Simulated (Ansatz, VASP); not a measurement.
Two plane-wave programs on ScAl

```
Sc Al
1.0
     3.23508    0.00000    0.00000
     0.00000    3.23508    0.00000
     0.00000    0.00000    3.23508
Sc Al
1 1
Direct
  0.50000 0.50000 0.50000
  0.00000 0.00000 0.00000
```

Alike in both runs: functional PBEsol; k mesh 14 × 14 × 14; occupations fermi-dirac, width 0.1 eV; no spin polarisation.

Ansatz relaxed the structure, and its values are those at the end. VASP's run is a single point on that final structure, the one shown.

```csv
,VASP,Ansatz
version,VASP 6.6.1,Ansatz 0.2.0
potentials or method,"VASP PAW PBE potentials, release 64 (Sc_sv, Al)","PAW with Ansatz's default frozen-core files, scalar-relativistic"
plane-wave cutoff (eV),520,420
valence electrons in the cell,14,14
```

Ansatz gave:

```
pressure (GPa) : 10.0
```

Problem. What did VASP give for the same quantities?

Solution. Pressure (GPa): 10.2.

Caveats: the PAW data sets were made with another functional, which shifts forces and pressure a little (VASP).
